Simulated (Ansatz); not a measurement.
# Ir under changes of volume

One of the cells (14.059 Å³/atom); the others are scaled copies at fixed shape and fractional positions:

```
Ir
1.0
     0.00000    1.91560    1.91560
     1.91560    0.00000    1.91560
     1.91560    1.91560    0.00000
Ir
1
Direct
  0.00000 0.00000 0.00000
```

| Item | Value |
| --- | --- |
| Program | Ansatz 0.2.0 |
| Functional | r2SCAN |
| Potentials or basis | Ansatz PAW |
| Cutoff | 500 eV (not typed: the program's choice for these potentials) |
| k mesh | 12 × 12 × 12 |
| Occupations | fermi-dirac, width 0.05 eV |
| Spin | no spin polarisation |

| volume (Å³/atom) | energy over the lowest point (meV/atom) | pressure (GPa) |
| --- | --- | --- |
| 13.215 | 89.08 | 32.1 |
| 13.496 | ? | ? |
| 13.778 | 13.34 | 11.9 |
| 14.059 | 0.00 | 3.5 |
| 14.340 | 0.61 | -4.0 |
| 14.621 | 13.56 | -10.6 |
| 14.902 | 37.46 | -16.4 |

Q: What does the run at 13.496 Å³/atom give?

A: Energy over the lowest point 42.36 meV/atom; pressure 21.4 GPa.

Worked out: A Birch-Murnaghan fit of order 3 (a polynomial in V^(-2/3)) to the other rows has its minimum at 14.19 Å³/atom with B0 = V·E''(V) = 379 GPa and B' = 5.0. It gives 42.42 meV/atom at 13.496 Å³/atom, against the run's 42.36, and -dE/dV = 21.4 GPa, against 21.4.

Energies are extrapolated to zero smearing.

Caveats: the PAW data sets come from PBE, with cores solved anew for the run's functional, which leaves a small shift of forces and pressure.
